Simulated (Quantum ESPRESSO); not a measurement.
# Ag (Fm-3m) in Quantum ESPRESSO: settings compared

One crystal, Ag, is run at these levels: BLYP, PBE; tasks: phonons.

Everything below comes from runs of Quantum ESPRESSO 7.5. Logs are shortened: lines on timing, memory, paths and dates and some standing lists are left out, and cuts for length are marked.

### 1 The structure

The structure is cubic, space group Fm-3m (No. 225). Conventional cell: a = 4.085 Å, b = 4.085 Å, c = 4.085 Å, α = 90.00°, β = 90.00°, γ = 90.00°. Around Ag (site symmetry m-3m) lie 12 Ag at 2.89 Å.

### 2 Phonons, BLYP

The input, pw.in:

```
&CONTROL
  calculation = 'scf'
  prefix = 'pwscf'
  outdir = './tmp'
  pseudo_dir = './pseudo'
  tprnfor = .true.
  tstress = .true.
  disk_io = 'low'
/
&SYSTEM
  ibrav = 0
  nat = 1
  ntyp = 1
  ecutwfc = 82
  nbnd = 16
  input_dft = 'blyp'
  occupations = 'smearing'
  smearing = 'gaussian'
  degauss = 0.01999163
/
&ELECTRONS
  conv_thr = 2d-10
  electron_maxstep = 120
  mixing_beta = 0.5
/
ATOMIC_SPECIES
Ag   107.8682 Ag.upf
CELL_PARAMETERS angstrom
   0.0000000000    2.0427500000    2.0427500000
   2.0427500000    0.0000000000    2.0427500000
   2.0427500000    2.0427500000    0.0000000000
ATOMIC_POSITIONS crystal
Ag     0.0000000000    0.0000000000    0.0000000000
K_POINTS automatic
11 11 11 0 0 0
```

The input, relax.in:

```
&CONTROL
  calculation = 'vc-relax'
  prefix = 'pwscf'
  outdir = './tmp'
  pseudo_dir = './pseudo'
  tprnfor = .true.
  tstress = .true.
  disk_io = 'low'
  nstep = 40
  forc_conv_thr = 0.0001
  etot_conv_thr = 1d-06
/
&SYSTEM
  ibrav = 0
  nat = 1
  ntyp = 1
  ecutwfc = 82
  nbnd = 16
  input_dft = 'blyp'
  occupations = 'smearing'
  smearing = 'gaussian'
  degauss = 0.01999163
/
&ELECTRONS
  conv_thr = 2d-10
  electron_maxstep = 120
  mixing_beta = 0.5
/
&IONS
  ion_dynamics = 'bfgs'
/
&CELL
  cell_dynamics = 'bfgs'
  press = 0
  press_conv_thr = 0.2
/
ATOMIC_SPECIES
Ag   107.8682 Ag.upf
CELL_PARAMETERS angstrom
   0.0000000000    2.0427500000    2.0427500000
   2.0427500000    0.0000000000    2.0427500000
   2.0427500000    2.0427500000    0.0000000000
ATOMIC_POSITIONS crystal
Ag     0.0000000000    0.0000000000    0.0000000000
K_POINTS automatic
11 11 11 0 0 0
```

The input, scf2.in:

```
&CONTROL
  calculation = 'scf'
  prefix = 'pwscf'
  outdir = './tmp'
  pseudo_dir = './pseudo'
  tprnfor = .true.
  tstress = .true.
  disk_io = 'low'
/
&SYSTEM
  ibrav = 0
  nat = 1
  ntyp = 1
  ecutwfc = 82
  nbnd = 16
  input_dft = 'blyp'
  occupations = 'smearing'
  smearing = 'gaussian'
  degauss = 0.01999163
/
&ELECTRONS
  conv_thr = 1d-13
  electron_maxstep = 120
  mixing_beta = 0.5
  startingpot = 'file'
  startingwfc = 'file'
/
ATOMIC_SPECIES
Ag   107.8682 Ag.upf
CELL_PARAMETERS angstrom
   0.0000000000    2.1187937903    2.1187937903
   2.1187937903    0.0000000000    2.1187937903
   2.1187937903    2.1187937903    0.0000000000
ATOMIC_POSITIONS crystal
Ag     0.0000000000    0.0000000000    0.0000000000
K_POINTS automatic
11 11 11 0 0 0
```

The input, ph.in:

```
phonons of Ag
&INPUTPH
  prefix = 'pwscf'
  outdir = './tmp'
  tr2_ph = 1d-16
  fildyn = 'dyn'
  niter_ph = 60
  alpha_mix(1) = 0.4
/
0.1767766953 0.7071067812 0.1767766953
```

Potentials or basis: PseudoDojo 0.4.1 SR PBE standard.

On the command line:

```bash
OMP_NUM_THREADS=1 pw.x -in pw.in > pw.out
OMP_NUM_THREADS=1 pw.x -in relax.in > relax.out
OMP_NUM_THREADS=1 pw.x -in scf2.in > scf2.out
OMP_NUM_THREADS=1 ph.x -in ph.in > ph.out
```

pw.out:

```text
This program is part of the open-source Quantum ESPRESSO suite
     for quantum simulation of materials; please cite
         "P. Giannozzi et al., J. Phys.:Condens. Matter 21 395502 (2009);
         "P. Giannozzi et al., J. Phys.:Condens. Matter 29 465901 (2017);
         "P. Giannozzi et al., J. Chem. Phys. 152 154105 (2020);
     in publications or presentations arising from this work. More details at

     IMPORTANT: XC functional enforced from input :
     Exchange-correlation= BLYP
                           (   1   3   1   3   0   0   0)
     Any further DFT definition will be discarded
     Please, verify this is what you really want

     Message from routine setup:
     using ibrav=0 with symmetry is DISCOURAGED, use correct ibrav instead

     G-vector sticks info
     --------------------
     sticks:   dense  smooth     PW     G-vecs:    dense   smooth      PW
     Sum         673     673    211                11575    11575    1989

     Using Slab Decomposition

     bravais-lattice index     =            0
     lattice parameter (alat)  =       5.4592  a.u.
     unit-cell volume          =     115.0462 (a.u.)^3
     number of atoms/cell      =            1
     number of atomic types    =            1
     number of electrons       =        19.00
     number of Kohn-Sham states=           16
     kinetic-energy cutoff     =      82.0000  Ry
     charge density cutoff     =     328.0000  Ry
     scf convergence threshold =      2.0E-10
     mixing beta               =       0.5000
     number of iterations used =            8  plain     mixing
     Exchange-correlation= BLYP
                           (   1   3   1   3   0   0   0)

     celldm(1)=   5.459201  celldm(2)=   0.000000  celldm(3)=   0.000000
     celldm(4)=   0.000000  celldm(5)=   0.000000  celldm(6)=   0.000000

     crystal axes: (cart. coord. in units of alat)
               a(1) = (   0.000000   0.707107   0.707107 )
               a(2) = (   0.707107   0.000000   0.707107 )
               a(3) = (   0.707107   0.707107   0.000000 )

     reciprocal axes: (cart. coord. in units 2 pi/alat)
               b(1) = ( -0.707107  0.707107  0.707107 )
               b(2) = (  0.707107 -0.707107  0.707107 )
               b(3) = (  0.707107  0.707107 -0.707107 )

     PseudoPot. # 1 for Ag read from file:
     Ag.upf
     Pseudo is Norm-conserving + core correction, Zval = 19.0
     Generated using ONCVPSP code by D. R. Hamann
     Using radial grid of 1538 points,  6 beta functions with:
                l(1) =   0
                l(2) =   0
                l(3) =   1
                l(4) =   1
                l(5) =   2
                l(6) =   2

     atomic species   valence    mass     pseudopotential
     Ag               19.00   107.86820     Ag( 1.00)

     48 Sym. Ops., with inversion, found

   Cartesian axes

     site n.     atom                  positions (alat units)
         1        Ag     tau(   1) = (   0.0000000   0.0000000   0.0000000  )

     number of k points=    56  Gaussian smearing, width (Ry)=  0.0200
                       cart. coord. in units 2pi/alat
        k(    1) = (   0.0000000   0.0000000   0.0000000), wk =   0.0015026
        k(    2) = (   0.0642824   0.0642824  -0.0642824), wk =   0.0120210
        k(    3) = (   0.1285649   0.1285649  -0.1285649), wk =   0.0120210
        k(    4) = (   0.1928473   0.1928473  -0.1928473), wk =   0.0120210
        k(    5) = (   0.2571297   0.2571297  -0.2571297), wk =   0.0120210
        k(    6) = (   0.3214122   0.3214122  -0.3214122), wk =   0.0120210
[... 48 lines left out ...]
        k(   55) = (  -0.0642824  -0.4499770   0.7071068), wk =   0.0360631
        k(   56) = (   0.0000000  -0.3856946   0.6428243), wk =   0.0360631

     Dense  grid:    11575 G-vectors     FFT dimensions: (  32,  32,  32)

     Initial potential from superposition of free atoms

     starting charge      18.9995, renormalised to      19.0000
     Starting wfcs are   10 randomized atomic wfcs +    6 random wfcs

     Self-consistent Calculation

     iteration #  1     ecut=    82.00 Ry     beta= 0.50
     Davidson diagonalization with overlap
     ethr =  1.00E-02,  avg # of iterations =  5.0

     Threshold (ethr) on eigenvalues was too large:
     Diagonalizing with lowered threshold

     Davidson diagonalization with overlap
     ethr =  3.16E-04,  avg # of iterations =  1.6

     total energy              =    -309.77512016 Ry
     estimated scf accuracy    <       0.06046940 Ry

     iteration #  2     ecut=    82.00 Ry     beta= 0.50
     Davidson diagonalization with overlap
     ethr =  3.18E-04,  avg # of iterations =  2.0

     total energy              =    -309.79231566 Ry
     estimated scf accuracy    <       0.00946150 Ry

     iteration #  3     ecut=    82.00 Ry     beta= 0.50
     Davidson diagonalization with overlap
     ethr =  4.98E-05,  avg # of iterations =  2.3

     total energy              =    -309.79396182 Ry
     estimated scf accuracy    <       0.00029552 Ry
[... 19 lines left out ...]
     total energy              =    -309.79401452 Ry
     estimated scf accuracy    <       0.00000002 Ry

     iteration #  7     ecut=    82.00 Ry     beta= 0.50
     Davidson diagonalization with overlap
     ethr =  1.22E-10,  avg # of iterations =  2.0

     total energy              =    -309.79401452 Ry
     estimated scf accuracy    <       0.00000001 Ry

     iteration #  8     ecut=    82.00 Ry     beta= 0.50
     Davidson diagonalization with overlap
     ethr =  6.54E-11,  avg # of iterations =  2.0

     End of self-consistent calculation

          k = 0.0000 0.0000 0.0000 (  1459 PWs)   bands (ev):

   -74.1130 -37.4857 -37.4857 -37.4857  10.2219  13.0694  13.0694  13.0694
    14.1018  14.1018  34.4306  37.7204  37.7204  37.7204  42.9999  43.4150

          k = 0.0643 0.0643-0.0643 (  1435 PWs)   bands (ev):

   -74.1116 -37.4989 -37.4877 -37.4877  10.4780  13.0174  13.1383  13.1383
    14.0783  14.0783  34.3362  35.9820  37.7895  37.7895  42.1940  43.1601

          k = 0.1286 0.1286-0.1286 (  1426 PWs)   bands (ev):

   -74.1079 -37.5340 -37.4930 -37.4930  11.1361  12.9997  13.2615  13.2615
    14.0901  14.0901  31.8357  35.2657  37.8267  37.8267  41.0293  42.2080

          k = 0.1928 0.1928-0.1928 (  1429 PWs)   bands (ev):

   -74.1030 -37.5799 -37.5000 -37.5000  11.6243  13.2531  13.2531  13.6450
    14.3063  14.3063  28.2800  34.8601  37.4053  37.4053  41.2527  41.2537
[... 83 lines left out ...]
   -74.0935 -37.6345 -37.5425 -37.5206  11.9633  12.7873  13.4974  13.7805
    14.8782  19.6283  21.7828  30.6633  33.4348  34.5950  43.1055  43.1306

          k =-0.1286-0.3857 0.3857 (  1451 PWs)   bands (ev):

   -74.0943 -37.6263 -37.5458 -37.5147  12.0749  12.8350  13.4829  13.7521
    14.5713  18.4111  23.4361  29.9895  34.8203  34.8426  42.1024  42.8188

          k =-0.0643-0.3214 0.3214 (  1433 PWs)   bands (ev):

   -74.0973 -37.6036 -37.5403 -37.5066  12.2619  12.9059  13.3850  13.5581
    14.1284  16.5786  26.6497  29.8593  35.6088  36.7964  40.4225  42.7500

          k = 0.0000-0.2571 0.2571 (  1428 PWs)   bands (ev):

   -74.1014 -37.5759 -37.5254 -37.4987  12.2248  12.6862  13.3064  13.6872
    13.7169  15.2819  29.9558  30.3909  36.8718  38.6970  39.0609  42.5231

          k = 0.3857 0.0000-0.0000 (  1443 PWs)   bands (ev):

   -74.0998 -37.5761 -37.5220 -37.5220  12.0111  12.1846  14.0931  14.0931
    14.4572  14.5319  32.0136  32.0136  33.0360  35.0165  35.7774  46.0783

          k = 0.4500 0.0643-0.0643 (  1431 PWs)   bands (ev):

   -74.0963 -37.5999 -37.5325 -37.5296  11.9743  12.1060  14.0180  14.2004
    14.7589  15.8758  29.3396  31.1017  31.1298  35.1624  37.0359  46.3481

          k = 0.5143 0.1286-0.1286 (  1443 PWs)   bands (ev):

   -74.0933 -37.6179 -37.5477 -37.5330  11.9144  12.2853  13.8125  14.1066
    14.9661  17.9011  26.0581  29.3685  30.9347  35.0095  39.8709  45.5096
[... 23 lines left out ...]
   -74.0916 -37.6281 -37.5486 -37.5425  11.6884  11.7957  14.6151  14.6190
    14.9877  18.2930  26.9221  28.0777  29.5175  35.2357  36.7715  47.2875

          k =-0.0643-0.5785 0.5785 (  1452 PWs)   bands (ev):

   -74.0904 -37.6267 -37.5666 -37.5411  11.7520  12.0313  14.2167  14.4804
    14.9854  20.5222  24.9215  25.9723  29.9157  35.1292  39.6427  46.2124

          k =-0.0000-0.5143 0.5143 (  1448 PWs)   bands (ev):

   -74.0905 -37.6110 -37.5876 -37.5344  11.9531  12.4491  13.6773  14.2559
    14.7849  22.6264  22.7113  25.1788  31.0955  34.9975  42.9884  45.2469

          k = 0.6428-0.0000 0.0000 (  1432 PWs)   bands (ev):

   -74.0903 -37.6391 -37.5479 -37.5479  11.5122  11.6205  14.8571  15.0653
    15.0653  19.0713  25.3444  28.7916  28.7916  35.3305  35.3494  47.8600

          k =-0.0000-0.6428 0.6428 (  1428 PWs)   bands (ev):

   -74.0899 -37.6384 -37.5547 -37.5473  11.5572  11.6868  14.7843  14.8535
    15.0827  20.0931  24.6447  27.4783  28.9336  35.2963  36.7415  47.3040

          k = 0.2571 0.1286 0.0000 (  1441 PWs)   bands (ev):

   -74.1049 -37.5486 -37.5100 -37.4984  11.6925  12.6509  13.3509  13.5576
    13.9189  14.4957  32.2221  32.4854  36.8223  36.9213  40.0623  42.1147

          k = 0.3214 0.1928-0.0643 (  1431 PWs)   bands (ev):

   -74.1006 -37.5830 -37.5227 -37.5047  12.1132  12.8162  13.1631  13.6396
    14.2114  15.2796  28.7583  31.8176  35.3069  37.4377  40.3044  41.9739

          k = 0.3857 0.2571-0.1286 (  1442 PWs)   bands (ev):

   -74.0966 -37.6157 -37.5312 -37.5122  12.0110  12.9528  13.3635  13.6248
    14.6186  16.7436  25.3085  31.5994  33.8195  36.6068  41.0840  43.0430

          k =-0.2571-0.3857 0.5143 (  1446 PWs)   bands (ev):

   -74.0942 -37.6354 -37.5352 -37.5175  11.9138  12.8259  13.4053  13.9175
    14.8335  18.7241  22.3457  31.8545  32.6340  35.8981  41.3937  43.6777
[... 13 lines left out ...]
   -74.0929 -37.6221 -37.5545 -37.5279  12.1272  12.6432  13.3249  13.9143
    14.8664  19.1303  23.8019  29.8871  30.4213  36.4254  41.8360  44.2830

          k =-0.1286-0.3857 0.5143 (  1446 PWs)   bands (ev):

   -74.0923 -37.6235 -37.5621 -37.5264  12.2329  12.6321  13.4152  13.7818
    14.7991  20.6318  22.1301  28.8721  31.1363  36.5184  41.7778  45.6856

          k =-0.0643-0.3214 0.4500 (  1454 PWs)   bands (ev):

   -74.0938 -37.6137 -37.5604 -37.5198  12.4099  12.7015  13.1429  13.8718
    14.5158  18.4948  24.9626  28.3002  32.3561  37.2146  40.8368  44.9595

          k = 0.0000-0.2571 0.3857 (  1443 PWs)   bands (ev):

   -74.0969 -37.5991 -37.5455 -37.5114  12.5635  12.6686  12.9358  14.0140
    14.1030  16.6595  28.1725  28.4150  33.8187  38.4920  39.2525  43.5587

          k = 0.5143 0.1286 0.0000 (  1435 PWs)   bands (ev):

   -74.0935 -37.6153 -37.5452 -37.5358  11.9562  11.9685  13.9712  14.6647
    14.6905  17.3720  28.4527  28.8598  29.3650  36.4386  37.1508  45.6349

          k =-0.1286-0.5143 0.6428 (  1445 PWs)   bands (ev):

   -74.0914 -37.6211 -37.5614 -37.5397  11.9452  12.1629  13.7541  14.4310
    14.9370  19.4801  25.6514  27.5114  28.9534  36.5702  39.7356  44.6483

          k =-0.0643-0.4500 0.5785 (  1449 PWs)   bands (ev):

   -74.0907 -37.6129 -37.5812 -37.5372  12.0780  12.4833  13.4411  14.1747
    14.9003  21.9995  22.9352  26.2451  29.6665  36.6083  42.7629  43.8154

          k = 0.0000-0.3857 0.5143 (  1451 PWs)   bands (ev):

   -74.0916 -37.6029 -37.5885 -37.5294  12.3284  12.8050  13.0168  14.0299
    14.6694  20.5440  24.5976  25.7324  30.8983  36.8974  42.1153  46.3890

          k =-0.0643-0.5785 0.7071 (  1440 PWs)   bands (ev):

   -74.0903 -37.6325 -37.5552 -37.5478  11.6911  11.7845  14.4510  14.7369
    15.0648  19.8631  25.3998  27.8162  27.9351  36.3870  37.0523  46.4670

          k =-0.0000-0.5143 0.6428 (  1446 PWs)   bands (ev):

   -74.0899 -37.6244 -37.5699 -37.5458  11.8352  12.0497  14.0222  14.4730
    15.0596  21.5102  24.5806  25.6082  28.4793  36.5808  39.7310  45.1016

          k =-0.1928-0.4500 0.7071 (  1446 PWs)   bands (ev):

   -74.0927 -37.6120 -37.5640 -37.5311  12.3855  12.4028  13.1112  14.3069
    14.6560  18.8226  26.7672  26.8580  29.8731  38.9715  39.2991  43.6092

          k =-0.1286-0.3857 0.6428 (  1451 PWs)   bands (ev):

   -74.0911 -37.6105 -37.5788 -37.5375  12.3708  12.5730  13.0343  14.0982
    14.8878  21.0843  23.7736  27.1792  28.5951  38.6870  40.8567  44.5917

          k =-0.0643-0.4500 0.7071 (  1443 PWs)   bands (ev):

   -74.0902 -37.6150 -37.5750 -37.5473  12.0991  12.2700  13.4707  14.3096
    15.0631  21.5091  25.4774  25.7869  26.9473  38.7514  40.3573  43.4359

          k = 0.0000-0.3857 0.6428 (  1446 PWs)   bands (ev):

   -74.0901 -37.6007 -37.5919 -37.5464  12.2281  12.6291  13.0477  14.1316
    15.0606  23.3145  23.5559  25.2326  27.3003  39.3400  41.7661  43.1416

     the Fermi energy is    18.2050 ev

!    total energy              =    -309.79401452 Ry
     estimated scf accuracy    <          8.2E-12 Ry
     smearing contrib. (-TS)   =      -0.00077074 Ry
     internal energy E=F+TS    =    -309.79324378 Ry

     The total energy is F=E-TS. E is the sum of the following terms:
     one-electron contribution =    -120.35346175 Ry
     hartree contribution      =      71.03927481 Ry
     xc contribution           =     -46.09652510 Ry
     ewald contribution        =    -214.38253174 Ry

     convergence has been achieved in   8 iterations

     Forces acting on atoms (cartesian axes, Ry/au):

     atom    1 type  1   force =     0.00000000    0.00000000    0.00000000

     Total force =     0.000000     Total SCF correction =     0.000000

     Computing stress (Cartesian axis) and pressure

          total   stress  (Ry/bohr**3)                   (kbar)     P=      119.76
   0.00081413  -0.00000000  -0.00000000          119.76       -0.00       -0.00
   0.00000000   0.00081413   0.00000000            0.00      119.76        0.00
  -0.00000000   0.00000000   0.00081413           -0.00        0.00      119.76

=------------------------------------------------------------------------------=
   JOB DONE.
=------------------------------------------------------------------------------=
```

It took 18 min on 1 thread of Intel Xeon Platinum 8488C (Sapphire Rapids), shared host; peak memory 0.09 GiB.

Results:

| Item | Value |
| --- | --- |
| Free energy | -4215.0354 eV |
| Relaxed volume | 19.02 Å³/atom |
| Relaxed cell | a = 2.996 Å, b = 2.996 Å, c = 2.996 Å, α = 60.00°, β = 60.00°, γ = 60.00° |
| Space group after relaxing (to 0.05 Å) | Fm-3m (No. 225) |
| Pressure after relaxing | 0.8 GPa |
| Band gap on the k mesh | none (metal or under the smearing width) |
| Highest phonon frequency at the q point run | 153 cm⁻¹ |

The path:
```
step  energy change (eV)  largest force (eV/Å)  pressure (GPa)  volume (Å³)
   1              0.0000                0.0000           11.98        17.05
   2             -0.0540                0.0000            4.70        18.11
   3             -0.0665                0.0000            0.72        18.87
   4             -0.0668                0.0000            0.05        19.01
   5             -0.0668                0.0000            0.00        19.02
```

Final structure:
```
Ag
1.0
     0.00000    2.11879    2.11879
     2.11879    0.00000    2.11879
     2.11879    2.11879    0.00000
Ag
1
Direct
  0.00000 0.00000 0.00000
```

Phonon frequencies in cm⁻¹ (negative: imaginary):
| q point | frequencies |
| --- | --- |
| (0.625, 0.250, 0.625) | 115 151 153 |

Phonon modes at q = (0.625, 0.250, 0.625) in reciprocal lattice units:
| mode | symmetry | cm⁻¹ |
| --- | --- | --- |
| 1 | B_1 | 115 |
| 2 | A_1 | 151 |
| 3 | B_2 | 153 |

Caveat: the potentials were made for another functional, which shifts forces and pressure; the q point doesn't lie on the k mesh, which can shift a metal's frequencies strongly unless the mesh is converged.

[end of part 1 of 4]
